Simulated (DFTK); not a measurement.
Runs of DFTK 0.8.2 on SiC (Moissanite). Symmetry: P6_3mc, No. 186, hexagonal system. The conventional cell has a = 3.076 Å, b = 3.076 Å, c = 5.048 Å, α = 90.00°, β = 90.00°, γ = 120.00°. Si (site symmetry 3m) is surrounded by 4 C at 1.87 to 1.94 Å. C (site symmetry 3m) has 4 Si at 1.87 to 1.94 Å as nearest neighbours. 

```tsv
task	level	potentials or basis	k mesh	cutoff (eV)	SCF solver	mesh quality	gap on the mesh (eV)	pressure (GPa)	V0 of scaled cells (Å³/atom)	B0 (GPa)	largest force (eV/Å)
single point	PBEsol	dojo.nc.sr.pbesol.v0_4_1.standard.upf (PBEsol)	10 × 10 × 5	1116	-	not flagged	(a)	0.3	-	-	0.76
equation of state	PBE	dojo.nc.sr.pbe.v0_4_1.standard.upf (PBE)	10 × 10 × 5	1116	-	not flagged	-	-	(b)	212	-
equation of state	r2SCAN	SG15 1.2 (PBE)	6 × 6 × 3	1225	-	coarse	-	-	(c)	219	-
single point	PBE	dojo.nc.sr.pbe.v0_4_1.standard.upf (PBE)	10 × 10 × 5	1116	-	not flagged	2.49	3.7	-	-	0.76
```

Alike in all rows: no spin polarisation; cell as given; smearing fermi-dirac 0.05 eV.

Question: Estimate the missing entries.

Answer: (a) 2.33; (b) 10.52; (c) 10.42.

Caveats: some runs use coarse meshes; an odd mesh through Γ misses points on the zone boundary, where band edges often lie (some runs); the cell was scaled at fixed shape and fractional positions, which overstates the stiffness of a crystal with free parameters, most of all of layers and chains (some runs); the potentials were made for another functional, which shifts forces and pressure (some runs).

Not every run made on this cell is shown here.
